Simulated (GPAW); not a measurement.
GaP: band structure with r2SCAN

**Measured values to compare with.**

From “Stacking defects in GaP nanowires: Electronic structure and optical properties”, 2018, arxiv:1810.01194, for a bulk crystal of GaP at 10 K: band gap 2.34 eV (indirect).

Crystal: GaP.

```
CELL_PARAMETERS angstrom
0.00000 2.72525 2.72525
2.72525 0.00000 2.72525
2.72525 2.72525 0.00000
ATOMIC_POSITIONS crystal
Ga 0.00000 0.00000 0.00000
P 0.75000 0.75000 0.75000
```

```json
{
  "Program": "GPAW 26.7.0",
  "Task": "band structure",
  "Functional": "r2SCAN",
  "Potentials or basis": "GPAW PAW data sets (gpaw-data 1.2.1)",
  "Cutoff": "600 eV",
  "Basis": "pw",
  "k mesh": "8 × 8 × 8",
  "Occupations": "fermi-dirac, width 0.05 eV",
  "Spin": "no spin polarisation",
  "Maxiter": "150",
  "Band path": "GXWKGLUWLK,UX",
  "Band points": "80"
}
```

* Pressure: 1.5 GPa
* Band gap on the k mesh: 1.93 eV, indirect (least direct gap 2.42 eV)
* Band gap along the path: 1.89 eV, indirect (least direct gap 2.42 eV)

Levels at the corners of the path, in eV from the valence-band top:
| point | band 2 | band 3 | band 4 | band 5 | band 6 | band 7 |
| --- | --- | --- | --- | --- | --- | --- |
| Γ | 0.00 | 0.00 | 0.00 | 2.42 | 4.23 | 4.23 |
| X | -6.93 | -2.78 | -2.78 | 1.94 | 2.13 | 11.36 |
| W | -6.69 | -3.71 | -3.51 | 5.08 | 5.35 | 6.58 |
| K | -6.70 | -4.06 | -2.34 | 2.51 | 5.23 | 8.82 |
| Γ | 0.00 | 0.00 | 0.00 | 2.42 | 4.23 | 4.23 |
| L | -6.81 | -1.16 | -1.16 | 2.09 | 5.08 | 5.08 |
| U | -6.70 | -4.06 | -2.34 | 2.51 | 5.23 | 8.82 |
| W | -6.69 | -3.71 | -3.51 | 5.08 | 5.35 | 6.58 |
| L | -6.81 | -1.16 | -1.16 | 2.09 | 5.08 | 5.08 |
| K | -6.70 | -4.06 | -2.34 | 2.51 | 5.23 | 8.82 |
| U | -6.70 | -4.06 | -2.34 | 2.51 | 5.23 | 8.82 |
| X | -6.93 | -2.78 | -2.78 | 1.94 | 2.13 | 11.36 |

It took 120 s on 1 thread of Arm Neoverse V1 (shared host), peak memory 0.29 GiB.

Against the measured gap of GaP, 2.34 eV (indirect; 10 K; quoted in “Stacking defects in GaP nanowires: Electronic structure and optical properties”, 2018, arxiv:1810.01194), the calculated 1.89 eV is off by -0.45 eV. Spin-orbit coupling on Ga is left out. The value is that of r2SCAN, without temperature or zero-point motion.

Caveat: the PAW data sets were made with another functional, which shifts forces and pressure a little.
